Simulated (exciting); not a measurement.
**Te: equation of state with PBE**

Crystal: Te.

```
Te
1.0
     2.30590    1.33131    1.69095
    -2.30590    1.33131    1.69095
     0.00000   -2.66263    1.69095
Te
1
Direct
  0.50000 0.50000 0.50000
```

This isn't the form of Te at room conditions, which is trigonal, of chains.

| Item | Value |
| --- | --- |
| Program | exciting (release sodium) |
| Task | equation of state |
| Functional | PBE |
| Potentials or basis | all-electron LAPW+lo, shipped species files, valence relativity iora* |
| rgkmax | 9 |
| k mesh | 9 × 9 × 9 |
| Occupations | fermi-dirac, width 0.05 eV |
| Spin | no spin polarisation |

- Equilibrium volume: 32.61 Å³/atom
- Bulk modulus at fixed shape and positions: 48 GPa
- Pressure derivative of the bulk modulus: 5.6 (rough: it moves with the points fitted)

Energy against volume, from the lowest point:
```csv
volume (Å³/atom),energy (meV/atom)
29.277,64.66
29.900,40.83
30.523,22.87
31.146,10.62
31.769,3.07
32.392,0.00
33.015,0.34
```

Caveat: the cell was scaled at fixed shape and fractional positions, which overstates the stiffness of a crystal with free parameters, most of all of layers and chains. The run has no spin-orbit coupling, so splittings on Te are missing.
